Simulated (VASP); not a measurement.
# CuI (Marshite) (F-43m) in VASP: further runs, part 4 of 4

VASP 6.6.1.

**5. Relaxation of cell and atoms, PBEsol**

This run uses another cell than the first one, of 26.28 Å³/atom, 0.943 times its volume.

Input file INCAR:

```
ALGO = Normal ; EDIFF = 1E-7
EDIFFG = -0.005 ; ENCUT = 600
GGA = PS ; IBRION = 2
ISIF = 3 ; ISMEAR = 0
KPAR = 4 ; LASPH = T
LCHARG = F ; LREAL = F
LWAVE = F ; NELM = 80
NSW = 90 ; PREC = Accurate
SIGMA = 0.03
```

Input file KPOINTS:

```
k-points
0
Gamma
  8 8 8
```

Input file POSCAR:

```
CuI                                     
1.0
    0.0000000000      2.9729983385      2.9729983385
    2.9729983385     -0.0000000000      2.9729983385
    2.9729983385      2.9729983385     -0.0000000000
  Cu              I             
     1     1
Direct
     0.2500000000000000    0.2500000000000000    0.2500000000000000
     0.0000000000000000    0.0000000000000000    0.0000000000000000
```

Potentials or basis: VASP PAW PBE potentials, release 64 (Cu, I).

On the command line:

```console
cat potpaw_PBE.64/Cu/POTCAR potpaw_PBE.64/I/POTCAR > POTCAR
mpirun -np 4 vasp_std > vasp.out
```

OUTCAR:

```text
EDIFF = 1E-7
   EDIFFG = -0.005
   ENCUT = 600
   GGA = PS
   IBRION = 2
   ISIF = 3
   ISMEAR = 0
   LASPH = T
   LREAL = F
   NELM = 80
   NSW = 90
   PREC = Accurate

 ion  position               nearest neighbor table
   1  0.250  0.250  0.250-   2 2.57   2 2.57   2 2.57   2 2.57
   2  0.000  0.000  0.000-   1 2.57   1 2.57   1 2.57   1 2.57

  LATTYP: Found a face centered cubic cell.
 ALAT       =     5.9459966770

  Lattice vectors:

 A1 = (   0.0000000000,   2.9729983385,   2.9729983385)
 A2 = (   2.9729983385,   0.0000000000,   2.9729983385)
 A3 = (   2.9729983385,   2.9729983385,   0.0000000000)

Analysis of symmetry for initial positions (statically):
=====================================================================
 Subroutine PRICEL returns:
 Original cell was already a primitive cell.

 Routine SETGRP: Setting up the symmetry group for a
 face centered cubic supercell.

 Subroutine GETGRP returns: Found 24 space group operations
 (whereof 24 operations were pure point group operations)
 out of a pool of 48 trial point group operations.

The static configuration has the point symmetry T_d .

Analysis of symmetry for dynamics (positions and initial velocities):
=====================================================================
 Subroutine PRICEL returns:
 Original cell was already a primitive cell.

 Routine SETGRP: Setting up the symmetry group for a
 face centered cubic supercell.

 Subroutine GETGRP returns: Found 24 space group operations
 (whereof 24 operations were pure point group operations)
 out of a pool of 48 trial point group operations.

The dynamic configuration has the point symmetry T_d .

 Subroutine INISYM returns: Found 24 space group operations
 (whereof 24 operations are pure point group operations),
 and found     1 'primitive' translations

----------------------------------------------------------------------------------------

                                     Primitive cell

  volume of cell :      52.5550

  direct lattice vectors                    reciprocal lattice vectors
     0.000000000  2.972998339  2.972998339    -0.168180383  0.168180383  0.168180383
     2.972998339  0.000000000  2.972998339     0.168180383 -0.168180383  0.168180383
     2.972998339  2.972998339  0.000000000     0.168180383  0.168180383 -0.168180383

  length of vectors
     4.204454571  4.204454571  4.204454571     0.291296969  0.291296969  0.291296969

  position of ions in fractional coordinates (direct lattice)
     0.250000000  0.250000000  0.250000000
     0.000000000  0.000000000  0.000000000

  ion indices of the primitive-cell ions
   primitive index   ion index
                 1           1
                 2           2

----------------------------------------------------------------------------------------

 KPOINTS: k-points

Automatic generation of k-mesh.
 Grid dimensions read from file:
 generate k-points for:    8    8    8

 Generating k-lattice:

  Cartesian coordinates                     Fractional coordinates (reciprocal lattice)
    -0.021022548  0.021022548  0.021022548     0.125000000  0.000000000  0.000000000
     0.021022548 -0.021022548  0.021022548     0.000000000  0.125000000  0.000000000
     0.021022548  0.021022548 -0.021022548     0.000000000  0.000000000  0.125000000

  Length of vectors
     0.036412121  0.036412121  0.036412121

  Shift w.r.t. Gamma in fractional coordinates (k-lattice)
     0.000000000  0.000000000  0.000000000

 Subroutine IBZKPT returns following result:
 ===========================================

 Found     29 irreducible k-points:

 Following reciprocal coordinates:
            Coordinates               Weight
  0.000000  0.000000  0.000000      1.000000
  0.125000  0.000000  0.000000      8.000000
  0.250000  0.000000  0.000000      8.000000
  0.375000  0.000000  0.000000      8.000000
  0.500000  0.000000  0.000000      4.000000
  0.125000  0.125000  0.000000      6.000000
[... 16 lines left out ...]
  0.500000  0.250000  0.125000     48.000000
 -0.375000  0.250000  0.125000     24.000000
 [... further k-points ...]
   k-points           NKPTS =     29   k-points in BZ     NKDIM =     29   number of bands    NBANDS=     13
   number of dos      NEDOS =    301   number of ions     NIONS =      2
   total plane-waves  NPLWV =  46656
   dimension x,y,z NGX =    36 NGY =   36 NGZ =   36
   dimension x,y,z NGXF=    72 NGYF=   72 NGZF=   72
   ions per type =               1   1
   NGX,Y,Z   is equivalent  to a cutoff of  14.23, 14.23, 14.23 a.u.
   NGXF,Y,Z  is equivalent  to a cutoff of  28.47, 28.47, 28.47 a.u.
 SYSTEM =  unknown system
   PREC   = accura    normal or accurate (medium, high low for compatibility)
   ISTART =      0    job   : 0-new  1-cont  2-samecut
   ICHARG =      2    charge: 1-file 2-atom 10-const
   ISPIN  =      1    spin polarized calculation?
   LNONCOLLINEAR =      F non collinear calculations
   LSORBIT =      F    spin-orbit coupling
   LASPH  =      T    aspherical Exc in radial PAW
   ENCUT  =  600.0 eV  44.10 Ry    6.64 a.u.   8.40  8.40  8.40*2*pi/ulx,y,z
   NELM   =     80;   NELMIN=  2; NELMDL= -5     # of ELM steps
   EDIFF  = 0.1E-06   stopping-criterion for ELM
   LREAL  =      F    real-space projection
   EDIFFG = -.5E-02   stopping-criterion for IOM
   NSW    =     90    number of steps for IOM
   IBRION =      2    ionic relax: 0-MD 1-quasi-New 2-CG
   NFREE  =      1    steps in history (QN), initial steepest desc. (CG)
   ISIF   =      3    stress and relaxation
   ISYM   =      2    0-nonsym 1-usesym 2-fastsym
   POTIM  = 0.5000    time-step for ionic-motion
   TEBEG  =    0.0;   TEEND  =   0.0 temperature during run
   PSTRESS=    0.0 pullay stress
   NELECT =      18.0000    total number of electrons
   NUPDOWN=      -1.0000    fix difference up-down
   EMIN   =  10.00;   EMAX   =-10.00  energy-range for DOS
   EFERMI =   0.00;   METHOD = LEGACY
   ISMEAR =     0;   SIGMA  =   0.03  broadening in eV -4-tet -1-fermi 0-gaus
   EFERMI_NEDOS =   21; number of points for ismear=-14 and -15
   IALGO  =     38    algorithm
   IMIX   =      4    mixing-type and parameters
     AMIX     =   0.40;   BMIX     =  1.00
     AMIX_MAG =   1.60;   BMIX_MAG =  1.00
  volume/ion in A,a.u.               =      26.28       177.33
  Fermi-wavevector in a.u.,A,eV,Ry     =   1.145410  2.164511 17.850357  1.311964
  Thomas-Fermi vector in A             =   2.282099
   LORBIT       =      0    0 simple, 1 ext, 2 COOP (PROOUT), +10 PAW based schemes
   GGA     = PS    functional components
   LHFCALC =     F    Hartree Fock is set to
   AEXX    =    0.0000 exact exchange contribution
   IVDW    =     0    specifies the selected vdW correction
   LEPSILON=     F    determine dielectric tensor
   LRPA    =     F    only Hartree local field effects (RPA)
 conjugate gradient relaxation of ions
 non-spin polarized calculation
 Gauss-broadening in eV      SIGMA  =   0.03
  energy-cutoff  :      600.00
  volume of cell :       52.55
 maximum number of plane-waves:      1807
 NGX is ok and might be reduce to    36
   NGX = 17   NGY = 17   NGZ = 17

 number of electron      17.9999991 magnetization

 Free energy of the ion-electron system (eV)
  ---------------------------------------------------
  ext. energy  EPLUGINS =         0.00000000
  ---------------------------------------------------
  free energy    TOTEN  =        -6.32073521 eV

  energy without entropy =       -6.32073521  energy(sigma->0) =       -6.32073521

 E-fermi :   5.1001     XC(G=0):  -9.4112

 val. band max:        4.9332260358   @ k =   0.0000   0.0000   0.0000
 cond. band min:       6.1200317376   @ k =   0.0000   0.0000   0.0000
 fundamental gap:      1.1868057018
 Fermi energy:         5.1000820545

 k-point     1 :       0.0000    0.0000    0.0000
  band No.  band energies     occupation
      1      -9.4157      2.00000
      2       1.0120      2.00000
      3       1.0120      2.00000
      4       1.0120      2.00000
      5       2.8046      2.00000
      6       2.8046      2.00000
      7       4.9332      2.00000
      8       4.9332      2.00000
      9       4.9332      2.00000
     10       6.1200      0.00000
     11       9.6965      0.00000
     12       9.6965      0.00000
     13       9.6965      0.00000
[... 354 lines left out ...]
  band No.  band energies     occupation
      1      -8.6607      2.00000
      2      -0.7567      2.00000
      3       0.4540      2.00000
      4       1.0082      2.00000
      5       2.7300      2.00000
      6       2.8154      2.00000
      7       2.9421      2.00000
      8       3.4280      2.00000
      9       3.7714      2.00000
     10       8.4993      0.00000
     11       9.4455      0.00000
     12      11.1878      0.00000
     13      12.3919      0.00000

 [... further k-points ...]
[... 5 lines left out ...]
  --------------------------------------------------------------------------------------
  -------------------------------------------------------------------------------------
  Total       -0.0083196     -0.0083196     -0.0083196      0.0000000      0.0000000      0.0000000
  in kB       -0.2536303     -0.2536303     -0.2536303      0.0000000      0.0000000      0.0000000
  external PRESSURE =      -0.2536303 kB  Pullay stress =       0.0000000 kB

 VOLUME and BASIS-vectors are now :
 -----------------------------------------------------------------------------
  energy-cutoff  :      600.00
  volume of cell :       52.55
      direct lattice vectors                 reciprocal lattice vectors
     0.000000000  2.972998339  2.972998339    -0.168180383  0.168180383  0.168180383
     2.972998339  0.000000000  2.972998339     0.168180383 -0.168180383  0.168180383
     2.972998339  2.972998339  0.000000000     0.168180383  0.168180383 -0.168180383

 POSITION                                       TOTAL-FORCE (eV/Angst)
 -----------------------------------------------------------------------------------
      1.48650      1.48650      1.48650        -0.000000      0.000000      0.000000
      0.00000      0.00000      0.00000         0.000000     -0.000000      0.000000
 -----------------------------------------------------------------------------------
    total drift:                                0.000000      0.000000      0.000000

  FREE ENERGIE OF THE ION-ELECTRON SYSTEM (eV)
  ---------------------------------------------------
  free  energy   TOTEN  =        -6.3207352145 eV

  energy  without entropy=       -6.3207352145  energy(sigma->0) =       -6.32073521

 reached required accuracy - stopping structural energy minimisation
```

CONTCAR:

```text
CuI
   1.00000000000000
     0.0000000000000000    2.9729983385000001    2.9729983385000001
     2.9729983385000001    0.0000000000000000    2.9729983385000001
     2.9729983385000001    2.9729983385000001    0.0000000000000000
  Cu              I
     1     1
Direct
     0.2500000000000000    0.2500000000000000    0.2500000000000000
     0.0000000000000000    0.0000000000000000    0.0000000000000000

  0.00000000E+00  0.00000000E+00  0.00000000E+00
  0.00000000E+00  0.00000000E+00  0.00000000E+00
```

Wall time 9.9 s (4 MPI ranks of Intel Xeon 6975P-C (Granite Rapids), shared host); peak memory 0.2 GiB.

Results:

```yaml
Free_energy: -6.3207 eV
Pressure_after_relaxing: 0.0 GPa
Band_gap_on_the_k_mesh: 1.19 eV, direct
```

Final structure:
```
Cu I
1.0
     0.00000    2.97300    2.97300
     2.97300    0.00000    2.97300
     2.97300    2.97300    0.00000
Cu I
1 1
Direct
  0.25000 0.25000 0.25000
  0.00000 0.00000 0.00000
```

Caveat: the relaxation stopped at its first step, so nothing moved; the PAW data sets were made with another functional, which shifts forces and pressure a little; spin-orbit coupling is left out, which moves the levels of the heavy elements.
